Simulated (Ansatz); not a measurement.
**MnO: frozen-core PAW against all-electron methods**

```
CELL_PARAMETERS angstrom
0.00000 2.21971 2.21971
2.21971 0.00000 2.21971
2.21971 2.21971 0.00000
ATOMIC_POSITIONS crystal
Mn 0.00000 0.00000 0.00000
O 0.50000 0.50000 0.50000
```

Atoms are numbered in the order listed.

The cell was built from the rocksalt type and relaxed in the same program, and has space group Fm-3m; it needn't be a known or the stable phase.

Semilocal functionals without U often leave such compounds metallic or with too small a gap, and the real magnetic order may differ.

Other magnetic orders may lie lower; this is the state that the run reached.

All numbers are computed: DFT, PBE, PAW with Ansatz's default frozen-core files, scalar-relativistic (Ansatz 0.2.0); DFT, PBE, all-electron LAPW, scalar-relativistic (Ansatz 0.2.0).

For PAW: a Γ-centred 13×13×13 k mesh, Fermi–Dirac smearing of 0.05 eV, cutoff 420 eV, spin-polarised from start moments Mn1 4 μB. LAPW targets a basis error of 1 meV/atom. The Ansatz runs share mesh, smearing and spin set-up. Plane-wave (PAW) pressures include the program's estimate of the Pulay term.

Stress and pressure are positive in compression.

```csv
method,moment of the cell (μB),site moments (μB),symmetry operations kept,pressure (GPa)
PAW,4.74,"Mn1 4.03, O2 0.23",48,0.00
LAPW,4.74,"Mn1 4.30, O2 0.23",48,0.01
```

Can the differences be read as the error of the PAW files?

Yes, as far as these numbers show: moments and symmetry agree, so the runs reached one state, and PAW's pressure is off by -0.01 GPa.
